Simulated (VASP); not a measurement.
**WS2: G0W0 quasiparticle levels with PBE**

Crystal: WS2.

```
W S
1.0
     1.57900    0.91164    6.16333
    -1.57900    0.91164    6.16333
     0.00000   -1.82327    6.16333
W S
1 2
Direct
  0.00000 0.00000 0.00000
  0.58100 0.58100 0.58100
  0.75030 0.75030 0.75030
```

Measurements of this composition are mostly on another form, of space group No. 194.

| Item | Value |
| --- | --- |
| Program | VASP 6.6.1 |
| Task | G0W0 quasiparticle levels |
| Functional | PBE |
| Potentials or basis | VASP PAW PBE potentials, release 64 (W_sv_GW, S_GW) |
| Cutoff | 450 eV |
| k mesh | 5 × 5 × 5 |
| Occupations | gaussian, width 0.01 eV |
| Spin | no spin polarisation |
| Cutoff of the response function | 120 |
| Frequency points | 48 |
| Empty bands | 235 |
| GW scheme | G0W0 |
| GW iterations | 1 |
| Valence bands in the BSE | 4 |
| Conduction bands in the BSE | 6 |
| Further INCAR settings | ALGO = BSE; EDIFF = 1e-08; NBANDS = 248 |

```json
{
 "Band gap on the k mesh, mean-field level": "1.11 eV, indirect (least direct gap 2.32 eV)",
 "Quasiparticle gap": "1.67 eV",
 "Least direct quasiparticle gap": "3.04 eV"
}
```

Levels at points of the mesh, in eV from the valence-band top:
```
           k point  band 10  band 11  band 12  band 13  band 14  band 15  band 16  band 17
(0.00, 0.00, 0.00)    -2.25    -2.25    -1.53    -1.15     2.23     2.23     2.57     2.57
```

Dielectric function (mean over the directions given):
| energy (eV) | real part | imaginary part |
| --- | --- | --- |
| 0.32 | 9.67 | 0.03 |
| 0.96 | 10.15 | 0.12 |
| 1.60 | 11.37 | 0.29 |
| 2.32 | 15.22 | 1.03 |
| 2.96 | 28.90 | 19.16 |
| 3.68 | 0.37 | 5.75 |
| 4.32 | 8.11 | 11.10 |
| 5.04 | 0.57 | 9.61 |
| 5.69 | -1.48 | 8.79 |
| 6.41 | -2.01 | 8.81 |
| 7.05 | -0.21 | 3.65 |
| 7.69 | 0.73 | 6.15 |
| 8.41 | -2.09 | 2.79 |
| 9.05 | 0.13 | 2.25 |
| 9.77 | 0.34 | 1.84 |
| 10.41 | -0.33 | 2.45 |
| 11.13 | -0.01 | 1.92 |
| 11.77 | 1.23 | 2.33 |
| 12.49 | 1.67 | 3.54 |
| 13.13 | -1.04 | 6.61 |
| 13.77 | -6.42 | 2.37 |
| 14.49 | -2.55 | 0.21 |
| 15.14 | -1.64 | 0.10 |
| 15.86 | -1.09 | 0.06 |
| 16.50 | -0.77 | 0.04 |
| 17.22 | -0.52 | 0.03 |
| 17.86 | -0.34 | 0.02 |
| 18.58 | -0.19 | 0.02 |
| 19.22 | -0.07 | 0.02 |
| 19.94 | 0.03 | 0.01 |

Lowest excitation energies (eV) and strengths:
```tsv
energy	strength
2.781	1.88
2.781	1.88
2.867	8.08
2.867	8.08
3.025	8.26
3.025	8.25
3.038	0
3.050	39.5
3.050	39.4
3.056	0
```

Run time: 60 min on 1 thread of AMD EPYC 9R45 (Zen 5) (shared host), peak memory 1.2 GiB.

Caveat: the k mesh is coarse (spacing up to 0.46 Å⁻¹), so the values aren't converged; bands, screening cutoff and mesh are small and nothing is extrapolated, so the quasiparticle values aren't converged; spectra need much finer meshes, so this one isn't converged; spin-orbit coupling is left out, which moves the levels of the heavy elements; an odd mesh through Γ misses points on the zone boundary, where band edges often lie.
